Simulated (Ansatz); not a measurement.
A run of Ansatz 0.2.0 is set up as follows.

input.yaml

```yaml
crystal:
  lattice:
    - [0.0, 2.0970013927, 2.0970013927]
    - [2.0970013927, 0.0, 2.0970013927]
    - [2.0970013927, 2.0970013927, 0.0]
  atoms:
    - { symbol: Mg, position: [0.0, 0.0, 0.0] }
    - { symbol: O, position: [0.5, 0.5, 0.5] }
hamiltonian:
  xc: { exchange: pbe, correlation: pbe, exx: { coeff: 0.25, omega: 0.3 } }
  pseudopotentials: { kind: paw }
kpoints:
  mp_grid: { grid: [6, 6, 6] }
  band_path:
    path:
      - [[0.0, 0.0, 0.0], [0.5, 0.0, 0.5], [0.5, 0.25, 0.75], [0.375, 0.375, 0.75], [0.0, 0.0, 0.0], [0.5, 0.5, 0.5], [0.625, 0.25, 0.625], [0.5, 0.25, 0.75], [0.5, 0.5, 0.5], [0.375, 0.375, 0.75]]
      - [[0.625, 0.25, 0.625], [0.5, 0.0, 0.5]]
    npoints: 4
scf:
  occupations: { method: fermi_dirac, width: 0.05 }
  n_extra_bands: 6
output:
  forces: true
  stress: true
  eigenvalues: true
  fatbands: false
```

Potentials or basis: Ansatz PAW.

The run is started by

```sh
$ ansatz run input.yaml --threads 2 --pin off --max-ram 5632MiB --backend cpu --events-out ev --progress --plain --runs-dir out
```

(1) Predict the band gap along the path.

(2) Estimate the pressure.

(3) What does it give for the band gap on the k mesh?

## Answers

(1) 6.37 eV, direct.

(2) 1.1 GPa.

(3) 6.37 eV, direct.

Caveat: the k mesh is coarse (spacing up to 0.43 Å⁻¹), so the values aren't converged, least of all with exact exchange; the pressure holds a Pulay correction of +0.4 GPa for the finite cutoff; the PAW data sets come from PBE, with cores solved anew for the run's functional, which leaves a small shift of forces and pressure; the thresholds are loose for stress.
